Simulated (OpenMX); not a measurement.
Be2C under changes of volume

One of the cells (6.765 Å³/atom); the others are scaled copies at fixed shape and fractional positions:

```
C Be
1.0
     0.00000    2.16500    2.16500
     2.16500    0.00000    2.16500
     2.16500    2.16500    0.00000
C Be
1 2
Cartesian
  0.0000 0.0000 0.0000
  3.2475 3.2475 3.2475
  1.0825 1.0825 1.0825
```

```yaml
Program: OpenMX 3.8.5
Functional: PBE
Potentials_or_basis: OpenMX 2013 PBE set, C6.0-s2p2d1, Be7.0-s2p2, fixed grid of 27 × 27 × 27 points
k_mesh: 11 × 11 × 11
Occupations: fermi-dirac, width 0.05 eV
Spin: no spin polarisation
```

```tsv
volume (Å³/atom)	energy over the lowest point (meV/atom)	gap on the mesh (eV)
6.359	15.81	2.09
6.495	6.61	2.05
6.630	?	?
6.765	0.00	1.95
6.901	1.96	1.90
7.036	6.95	1.86
7.171	14.72	1.82
```

Q: What does the run at 6.630 Å³/atom give?

A: Energy over the lowest point 1.44 meV/atom; gap on the mesh 2.00 eV.

Worked out: A Birch-Murnaghan fit of order 3 (a polynomial in V^(-2/3)) to the other rows has its minimum at 6.75 Å³/atom with B0 = V·E''(V) = 200 GPa and B' = 3.5. It gives 1.47 meV/atom at 6.630 Å³/atom, against the run's 1.44. A straight line through the other rows of the gap, of slope -2.3 eV per unit of ln V, gives 2.00 eV, against the run's 2.00.

Energies are extrapolated to zero smearing.

Caveats: an odd mesh through Γ misses points on the zone boundary, where band edges often lie; the basis of atomic orbitals isn't converged, which shifts pressures, moduli and gaps.
